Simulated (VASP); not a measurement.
# ScAl7N8 (P3m1) in VASP: notebook

The runs below take ScAl7N8 through phonons, dielectric tensor, band structure, with PBEsol.

All numbers are computed with VASP 6.6.1; they aren't measurements. Logs are shortened: lines on timing, memory, paths and dates and some standing lists are left out, and cuts for length are marked.

## Step 1: The structure

It takes space group P3m1 (No. 156, trigonal). The conventional cell has a = 6.336 Å, b = 6.336 Å, c = 5.007 Å, α = 90.00°, β = 90.00°, γ = 120.00°. Around Sc (site symmetry 3m) lie 4 N at 2.03 to 2.12 Å. Al (site symmetry m) is surrounded by 4 N at 1.87 to 1.93 Å. Al (site symmetry m) has 4 N at 1.89 to 1.91 Å as nearest neighbours. Around Al (site symmetry 3m) lie 4 N at 1.91 to 1.92 Å. N (site symmetry 3m) is surrounded by 3 Al at 1.91 Å and 1 Sc at 2.12 Å. Around N (site symmetry m) lie 4 Al at 1.91 Å. N (site symmetry m) is surrounded by 3 Al at 1.87 to 1.89 Å and 1 Sc at 2.03 Å. Around N (site symmetry 3m) lie 4 Al at 1.92 to 1.93 Å.

The cell was built by a generator and needn't be a form met in nature.

## Step 2: Phonons, PBEsol

POSCAR

```
ScAl7N8
1.0
    0.0000000000      0.0000000000     -5.0073349671
    3.1678428490      5.4868647556     -0.0000000000
    3.1678428490     -5.4868647556      0.0000000000
  Sc              Al              N
     1     7     8
Direct
     0.0097366353591014    0.1666666699999979    0.3333333300000021
     0.0024164760020004    0.1677047187140384    0.8338523543570223
     0.0024164760020004    0.6661476456429777    0.3322952812859616
     0.0024164760020004    0.6661476456429777    0.8338523543570223
     0.5002129101890557    0.3365000493831780    0.6730001087663497
     0.5002129101890557    0.3365000493831780    0.1634999506168220
     0.5031434280350475    0.8333333300000021    0.6666666699999979
     0.5002129101890557    0.8269998912336503    0.1634999506168220
     0.5860804624263256    0.1666666699999979    0.3333333300000021
     0.6209403477983566    0.1652342607404209    0.8326171253702171
     0.6209403477983566    0.6673828746297829    0.3347657392595791
     0.6209403477983566    0.6673828746297900    0.8326171253702100
     0.1237033328765968    0.3439911841906242    0.6879823783812991
     0.1237033328765968    0.3439911841906882    0.1560088158093118
     0.1192202735814554    0.8333333300000021    0.6666666699999979
     0.1237033328765968    0.8120176216187009    0.1560088158093757
```

INCAR.step1

```
PREC = Accurate ; ENCUT = 600
EDIFF = 1E-8 ; ISMEAR = 0
SIGMA = 0.03 ; LREAL = False
LASPH = True ; NELM = 80
ALGO = Normal ; ISIF = 3
LWAVE = False ; LCHARG = False
GGA = PS ; KPAR = 8
IBRION = 2 ; NSW = 40
EDIFFG = -0.002
```

INCAR.step2

```
PREC = Accurate ; ENCUT = 600
EDIFF = 1E-8 ; ISMEAR = 0
SIGMA = 0.03 ; LREAL = False
LASPH = True ; NELM = 80
ALGO = Normal ; ISIF = 2
LWAVE = False ; LCHARG = False
GGA = PS ; KPAR = 8
IBRION = 6 ; NFREE = 2
POTIM = 0.015 ; NSW = 1
```

KPOINTS

```
regular mesh
0
Gamma
  6 6 4
```

Potentials or basis: VASP PAW PBE potentials, release 64 (Sc_sv, Al, N).

Run with:

```
cat potpaw_PBE.64/Sc_sv/POTCAR potpaw_PBE.64/Al/POTCAR potpaw_PBE.64/N/POTCAR > POTCAR
cp INCAR.step1 INCAR
mpirun -np 8 vasp_std > vasp.out
cp CONTCAR POSCAR
cp INCAR.step2 INCAR
mpirun -np 8 vasp_std > vasp.out
```

OUTCAR:

```text
PREC = Accurate
   ENCUT = 600
   EDIFF = 1E-8
   ISMEAR = 0
   LREAL = False
   LASPH = True
   NELM = 80
   ISIF = 2
   GGA = PS
   IBRION = 6
   NFREE = 2
   POTIM = 0.015
   NSW = 1

 ion  position               nearest neighbor table
   1  0.010  0.167  0.333-  14 2.03  13 2.03  16 2.03   9 2.12   6 3.08   5 3.08   8 3.08   6 3.16
                             5 3.16   8 3.16   2 3.17   3 3.17   3 3.17   2 3.17   4 3.17   4 3.17
   2  0.002  0.168  0.834-  13 1.87  14 1.87  10 1.91  15 1.93   5 3.08   6 3.08   5 3.10   6 3.10
                             7 3.10   7 3.11   4 3.16   3 3.16   1 3.17   1 3.17   4 3.18   3 3.18
   3  0.002  0.666  0.332-  16 1.87  14 1.87  11 1.91  15 1.93   8 3.08   6 3.08   8 3.10   6 3.10
                             7 3.10   7 3.11   4 3.16   2 3.16   1 3.17   1 3.17   4 3.18   2 3.18
   4  0.002  0.666  0.834-  13 1.87  16 1.87  12 1.91  15 1.93   5 3.08   8 3.08   5 3.10   8 3.10
                             7 3.10   7 3.11   3 3.16   2 3.16   1 3.17   1 3.17   2 3.18   3 3.18
   5  0.500  0.336  0.673-  13 1.89   9 1.91  10 1.91  12 1.91   2 3.08   4 3.08   1 3.08   2 3.10
                             4 3.10   6 3.11   8 3.11   1 3.16   7 3.17   7 3.17   6 3.23   8 3.23
   6  0.500  0.336  0.164-  14 1.89   9 1.91  11 1.91  10 1.91   2 3.08   3 3.08   1 3.08   3 3.10
                             2 3.10   5 3.11   8 3.11   1 3.16   7 3.17   7 3.17   5 3.23   8 3.23
   7  0.503  0.833  0.667-  12 1.91  11 1.91  10 1.91  15 1.92   4 3.10   3 3.10   2 3.10   4 3.11
                             3 3.11   2 3.11   8 3.17   5 3.17   8 3.17   5 3.17   6 3.17   6 3.17
   8  0.500  0.827  0.164-  16 1.89   9 1.91  11 1.91  12 1.91   3 3.08   4 3.08   1 3.08   3 3.10
                             4 3.10   6 3.11   5 3.11   1 3.16   7 3.17   7 3.17   6 3.23   5 3.23
   9  0.586  0.167  0.333-   6 1.91   5 1.91   8 1.91   1 2.12
  10  0.621  0.165  0.833-   2 1.91   5 1.91   6 1.91   7 1.91
  11  0.621  0.667  0.335-   3 1.91   8 1.91   6 1.91   7 1.91
  12  0.621  0.667  0.833-   4 1.91   5 1.91   8 1.91   7 1.91
  13  0.124  0.344  0.688-   2 1.87   4 1.87   5 1.89   1 2.03
  14  0.124  0.344  0.156-   2 1.87   3 1.87   6 1.89   1 2.03
  15  0.119  0.833  0.667-   7 1.92   4 1.93   2 1.93   3 1.93
  16  0.124  0.812  0.156-   3 1.87   4 1.87   8 1.89   1 2.03

  LATTYP: Found a hexagonal cell.
 ALAT       =     6.3356192829
 C/A-ratio  =     0.7903770463

  Lattice vectors:

 A1 = (   3.1678096454,   5.4868072454,   0.0000000000)
 A2 = (   3.1678096454,  -5.4868072454,   0.0000000000)
 A3 = (   0.0000000000,   0.0000000000,  -5.0075280553)

Analysis of symmetry for initial positions (statically):
=====================================================================
 Subroutine PRICEL returns:
 Original cell was already a primitive cell.

 Routine SETGRP: Setting up the symmetry group for a
 hexagonal supercell.

 Subroutine GETGRP returns: Found  6 space group operations
 (whereof  2 operations were pure point group operations)
 out of a pool of 24 trial point group operations.

The static configuration has the point symmetry C_1h.
 The point group associated with its full space group is C_3v.

Analysis of symmetry for dynamics (positions and initial velocities):
=====================================================================
 Subroutine PRICEL returns:
 Original cell was already a primitive cell.

 Routine SETGRP: Setting up the symmetry group for a
 hexagonal supercell.

 Subroutine GETGRP returns: Found  6 space group operations
 (whereof  2 operations were pure point group operations)
 out of a pool of 24 trial point group operations.

The dynamic configuration has the point symmetry C_1h.
 The point group associated with its full space group is C_3v.

 Subroutine INISYM returns: Found  6 space group operations
 (whereof  2 operations are pure point group operations),
 and found     1 'primitive' translations

[... 160 lines left out ...]
   EFERMI_NEDOS =   21; number of points for ismear=-14 and -15
   IALGO  =     38    algorithm
   IMIX   =      4    mixing-type and parameters
     AMIX     =   0.40;   BMIX     =  1.00
     AMIX_MAG =   1.60;   BMIX_MAG =  1.00
  volume/ion in A,a.u.               =      10.88        73.42
  Fermi-wavevector in a.u.,A,eV,Ry     =   1.219762  2.305015 20.242996  1.487818
  Thomas-Fermi vector in A             =   2.355002
   LORBIT       =      0    0 simple, 1 ext, 2 COOP (PROOUT), +10 PAW based schemes
   GGA     = PS    functional components
   LHFCALC =     F    Hartree Fock is set to
   AEXX    =    0.0000 exact exchange contribution
   IVDW    =     0    specifies the selected vdW correction
   LEPSILON=     F    determine dielectric tensor
   LRPA    =     F    only Hartree local field effects (RPA)
 finite differences with symmetry
 non-spin polarized calculation
 Gauss-broadening in eV      SIGMA  =   0.03
  energy-cutoff  :      600.00
  volume of cell :      174.07
 maximum number of plane-waves:      5852
   NGX = 21   NGY = 25   NGZ = 25

--------------------------------------- Ionic step        1  -------------------------------------------

 number of electron      72.0000001 magnetization

 Free energy of the ion-electron system (eV)
  ---------------------------------------------------
  ext. energy  EPLUGINS =         0.00000000
  ---------------------------------------------------
  free energy    TOTEN  =      -127.71471313 eV

  energy without entropy =     -127.71471313  energy(sigma->0) =     -127.71471313

------------------------ aborting loop because EDIFF is reached ----------------------------------------

  FORCE on cell =-STRESS in cart. coord.  units (eV):
  Direction    XX          YY          ZZ          XY          YZ          ZX
  --------------------------------------------------------------------------------------
  -------------------------------------------------------------------------------------
  Total        0.0013474      0.0013474     -0.0039061      0.0000000      0.0000000      0.0000000
  in kB        0.0124016      0.0124016     -0.0359520      0.0000000      0.0000000      0.0000000
  external PRESSURE =      -0.0037162 kB  Pullay stress =       0.0000000 kB
[... 131 lines left out ...]
  FREE ENERGIE OF THE ION-ELECTRON SYSTEM (eV)
  ---------------------------------------------------
  free  energy   TOTEN  =      -127.7120921664 eV

  energy  without entropy=     -127.7120921664  energy(sigma->0) =     -127.71209217

[... ionic steps 4 to 30 ...]

--------------------------------------- Ionic step       31  -------------------------------------------

 number of electron      72.0000001 magnetization

------------------------ aborting loop because EDIFF is reached ----------------------------------------
[... 95 lines left out ...]
--------------------------------------- Ionic step       33  -------------------------------------------

 number of electron      72.0000002 magnetization

 Free energy of the ion-electron system (eV)
  ---------------------------------------------------
  ext. energy  EPLUGINS =         0.00000000
  ---------------------------------------------------
  free energy    TOTEN  =      -127.71267715 eV

  energy without entropy =     -127.71267715  energy(sigma->0) =     -127.71267715

 E-fermi :   5.7579     XC(G=0): -11.0694

 val. band max:        5.4722760660   @ k =   0.0000   0.0000   0.0000
 cond. band min:       9.4237993747   @ k =   0.0000   0.0000   0.0000
 fundamental gap:      3.9515233087
 Fermi energy:         5.7578598257

 k-point     1 :       0.0000    0.0000    0.0000
  band No.  band energies     occupation
      1     -40.9661      2.00000
      2     -19.8948      2.00000
      3     -19.8948      2.00000
      4     -19.8535      2.00000
      5      -9.2625      2.00000
      6      -7.4627      2.00000
[... 1141 lines left out ...]
     44      11.4528      0.00000
     45      11.9650      0.00000

 [... further k-points ...]
[... 5 lines left out ...]
  --------------------------------------------------------------------------------------
  -------------------------------------------------------------------------------------
  Total       -0.0570296     -0.0570296      0.1680207      0.0000000      0.0000000      0.0000000
  in kB       -0.5249025     -0.5249024      1.5464687      0.0000000      0.0000000      0.0000000
  external PRESSURE =       0.1655546 kB  Pullay stress =       0.0000000 kB
[... 31 lines left out ...]
  FREE ENERGIE OF THE ION-ELECTRON SYSTEM (eV)
  ---------------------------------------------------
  free  energy   TOTEN  =      -127.7126771459 eV

  energy  without entropy=     -127.7126771459  energy(sigma->0) =     -127.71267715

 INTERNAL STRAIN TENSORS FROM DISPLACED ATOMS
 ============================================

 INTERNAL STRAIN TENSOR FOR ION    1 for displacements in x,y,z  (eV/Angst):
          X           Y           Z          XY          YZ          ZX
  --------------------------------------------------------------------------------
  x     0.00000     0.00000     0.00000   -14.84101    -0.00000    -8.81186
  y   -14.84101    14.84101    -0.00000     0.00000    -8.81185     0.00000
  z    -9.13804    -9.13804    15.52449     0.00000     0.00000     0.00000
[... 8 lines left out ...]
 INTERNAL STRAIN TENSOR FOR ION   16 for displacements in x,y,z  (eV/Angst):
          X           Y           Z          XY          YZ          ZX
  --------------------------------------------------------------------------------
  x    -1.30883     2.98221     2.14574    10.84064    -1.37118     4.98568
  y    13.80114   -12.83501     1.23884    -2.14552     6.56897    -1.37118
  z     6.78486     8.42309   -15.82677    -1.41875     0.03471     0.06011

 Eigenvectors and eigenvalues of the dynamical matrix
   1 f  =   22.401273 THz   140.751347 2PiTHz  747.226024 cm-1    92.644178 meV
   2 f  =   22.093427 THz   138.817096 2PiTHz  736.957397 cm-1    91.371031 meV
   3 f  =   22.093427 THz   138.817095 2PiTHz  736.957396 cm-1    91.371031 meV
   4 f  =   21.052938 THz   132.279510 2PiTHz  702.250417 cm-1    87.067916 meV
   5 f  =   20.912637 THz   131.397972 2PiTHz  697.570474 cm-1    86.487677 meV
   6 f  =   20.618173 THz   129.547804 2PiTHz  687.748236 cm-1    85.269875 meV
[... 37 lines left out ...]
  44 f  =    5.709909 THz    35.876416 2PiTHz  190.462061 cm-1    23.614275 meV
  45 f  =    5.709909 THz    35.876416 2PiTHz  190.462061 cm-1    23.614275 meV
  46 f/i=    0.002524 THz     0.015861 2PiTHz    0.084205 cm-1     0.010440 meV
  47 f/i=    0.003139 THz     0.019723 2PiTHz    0.104706 cm-1     0.012982 meV
  48 f/i=    0.003139 THz     0.019723 2PiTHz    0.104706 cm-1     0.012982 meV

 ELASTIC MODULI CONTR FROM IONIC RELAXATION (kBar)
 Direction    XX          YY          ZZ          XY          YZ          ZX
 --------------------------------------------------------------------------------
 XX        -783.2977    334.3902    478.7356      0.0000    -54.2763      0.0000
 YY         334.3902   -783.2977    478.7356     -0.0000     54.2763     -0.0000
 ZZ         478.7356    478.7356  -1149.6550      0.0000      0.0000      0.0000
 XY           0.0000     -0.0000      0.0000   -558.8440      0.0000    -54.2764
 YZ         -54.2763     54.2763      0.0000      0.0000   -162.6979      0.0000
 ZX           0.0000     -0.0000      0.0000    -54.2764      0.0000   -162.6981
 --------------------------------------------------------------------------------
```

Run time: 38 min. Hardware: 8 MPI ranks of Intel Xeon 6975P-C (Granite Rapids), shared host; peak memory 1.2 GiB.

Results:

```yaml
Highest_phonon_frequency_at_Γ_LO-TO_splitting_left_out: 747 cm⁻¹
```

Phonon frequencies in cm⁻¹ (negative: imaginary):
```tsv
q point	frequencies
(0.000, 0.000, 0.000)	0 0 0 190 190 218 228 228 249 294 294 320 320 336 359 392 392 467 468 468 487 497 497 518 542 595 609 609 614 614 617 627 627 631 631 636 642 642 673 673 684 688 688 698 702 737 737 747
```

Caveat: the PAW data sets were made with another functional, which shifts forces and pressure a little.

(Continued in part 2 of 2.)
